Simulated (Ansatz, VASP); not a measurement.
One calculation of HfN, two programs

```
CELL_PARAMETERS angstrom
0.00000 -2.25080 -2.25080
0.00000 2.25080 -2.25080
4.50160 0.00000 0.00000
ATOMIC_POSITIONS crystal
Hf 0.50431 0.49569 0.50000
Hf 0.99569 0.00431 0.00000
N 0.48749 0.51251 0.00000
N 0.01251 0.98749 0.50000
```

Change from the starting cell: mode 4 frozen in at -0.021 Å and mode 11 at +0.045 Å (largest displacements).

Alike in both runs: task single point; functional PBEsol; k mesh 14 × 14 × 10; occupations gaussian, width 0.15 eV; no spin polarisation.

|  | VASP | Ansatz |
| --- | --- | --- |
| version | VASP 6.6.1 | Ansatz 0.2.0 |
| potentials or method | VASP PAW PBE potentials, release 64 (Hf_pv, N) | scalar-relativistic, plane waves, PAW |
| plane-wave cutoff (eV) | 520 | 520 |
| valence electrons in the cell | 30 | 62 |

```csv
,VASP,Ansatz,Ansatz less VASP
gap on the k mesh at the Fermi level (eV),none,none,-
pressure (GPa),-2.0,0.2,+2.15
largest component of the traceless stress (GPa),0.56,0.57,+0.012
rms of the force components (eV/Å),0.250,0.250,-0.0009
```

Atom by atom the forces differ by 0.004 eV/Å (rms over components). A gap of «none» marks a metal or a gap that the smearing closes. The two sets of potentials don't hold the same shells in valence. Ansatz warned: «pseudo_functional_mismatch».

Caveats: the PAW data sets were made with another functional, which shifts forces and pressure a little (VASP). Spin-orbit coupling is left out, which matters for the levels of Hf.
